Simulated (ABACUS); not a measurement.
# Ti in ABACUS: the effect of functional

The system is Ti.

```xyz
1
Lattice="2.8709 0.0000 0.0000 1.4354 2.4862 0.0000 1.4354 0.8287 2.3440" Properties=species:S:1:pos:R:3 pbc="T T T"
Ti    0.0000    0.0000    0.0000
```

This isn't the form of Ti at room conditions, which is hcp.

Alike in all runs:

| Item | Value |
| --- | --- |
| Program | ABACUS 3.10.1 |
| Task | single point |
| Potentials or basis | SG15 ONCV 1.2 PBE |
| Cutoff | 1143 eV |
| Density cutoff | 4572 eV |
| Basis | plane waves |
| k mesh | 8 × 8 × 8 |
| Occupations | fermi-dirac, width 0.05 eV |
| Spin | no spin polarisation |

```tsv
functional	pressure (GPa)
LDA	?
PBEsol	0.1
r2SCAN	4.7
TPSS	2.6
```

**Question.** What does the run with functional LDA give?

**Answer.** Pressure -4.4 GPa.

Caveats: the potentials were made for another functional, which shifts forces and pressure.

Runs at the PBE level aren't shown here.
